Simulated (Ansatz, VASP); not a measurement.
Cu in VASP and in Ansatz

INCAR

```
PREC = Accurate
ENCUT = 600
EDIFF = 1E-7
ISMEAR = -1
SIGMA = 0.05
LREAL = False
LASPH = True
NELM = 150
ALGO = Normal
ISIF = 3
LWAVE = False
LCHARG = False
MAGMOM = 0 0 0
LORBIT = 11
LSORBIT = True
GGA_COMPAT = False
LORBMOM = True
LMAXMIX = 4
GGA = PE
IBRION = 2
NSW = 45
EDIFFG = -0.005
```

File KPOINTS:

```
regular mesh
0
Gamma
  20 20 20
```

File POSCAR:

```
Cu
1.0
   -1.4423581804      1.4423581804      1.4423581804
    1.4423581804     -1.4423581804      1.4423581804
    1.4423581804      1.4423581804     -1.4423581804
Cu
1
Direct
    0.0000000000      0.0000000000      0.0000000000
```

Input for Ansatz:

```yaml
crystal:
  lattice:
    - [-1.4423581804, 1.4423581804, 1.4423581804]
    - [1.4423581804, -1.4423581804, 1.4423581804]
    - [1.4423581804, 1.4423581804, -1.4423581804]
  atoms:
    - { symbol: Cu, position: [0.0, 0.0, 0.0] }
kpoints:
  mp_grid: { grid: [20, 20, 20] }
scf:
  occupations: { method: fermi_dirac, width: 0.05 }
hamiltonian:
  xc: pbe
  pseudopotentials: { kind: all_electron, lapw: { basis_error: 0.0005 } }
output:
  forces: true
  stress: true
  eigenvalues: true
  populations: true
relax:
  f_tol: 0.005
  max_steps: 25
  cell: {}
magnetization:
  noncollinear: true
  spin_orbit: true
```

Alike in both runs: task relaxation of cell and atoms; functional PBE; k mesh 20 × 20 × 20; occupations fermi-dirac, width 0.05 eV; non-collinear spin, spin-orbit coupling.

|  | VASP | Ansatz |
| --- | --- | --- |
| version | VASP 6.6.1 | Ansatz 0.2.0 |
| potentials or method | VASP PAW PBE potentials, release 64 (Cu) | all-electron LAPW |
| plane-wave cutoff (eV) | 600 | see its input |

Ansatz gave:

* net moment per atom (μB): 0.00
* relaxed volume (Å³/atom): 12.00
* relaxed cell length with the largest relative difference (Å): 2.498

Problem. Which values does VASP return?

Solution. net moment per atom (μB): 0.00; relaxed volume (Å³/atom): 12.06; relaxed cell length with the largest relative difference (Å): 2.502.

Ansatz ran all-electron here, so the differences hold the error of VASP's frozen core and of both bases.
